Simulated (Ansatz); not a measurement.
Runs of Ansatz 0.2.0 on SnTe. It takes space group Fm-3m (No. 225, cubic). Conventional cell: a = 6.302 Å, b = 6.302 Å, c = 6.302 Å, α = 90.00°, β = 90.00°, γ = 90.00°. Te (site symmetry m-3m) is surrounded by 6 Sn at 3.15 Å. Sn (site symmetry m-3m) is surrounded by 6 Te at 3.15 Å. 

```csv
task,level,spin,k mesh,smearing,points for each segment of the path,pressure (GPa)
band structure,LDA,"SOC, no magnetisation",5 × 5 × 5,fermi-dirac 0.05 eV,14,-1.6
band structure,PBEsol,"SOC, no magnetisation",5 × 5 × 5,fermi-dirac 0.05 eV,14,(a)
band structure,RPBE,off,7 × 7 × 7,fermi-dirac 0.05 eV,14,3.7
band structure,PBE,off,7 × 7 × 7,fermi-dirac 0.05 eV,14,2.2
single point,PBE,off,7 × 7 × 7,gaussian 0.011 eV,-,2.2
```

Alike in all rows: potentials or basis Ansatz PAW; cell as given; cutoff (eV) 420.

Question: Fill in the values left out.

Answer: (a) -0.4.

Caveats: the PAW data sets come from PBE, with cores solved anew for the run's functional, which leaves a small shift of forces and pressure (some runs).
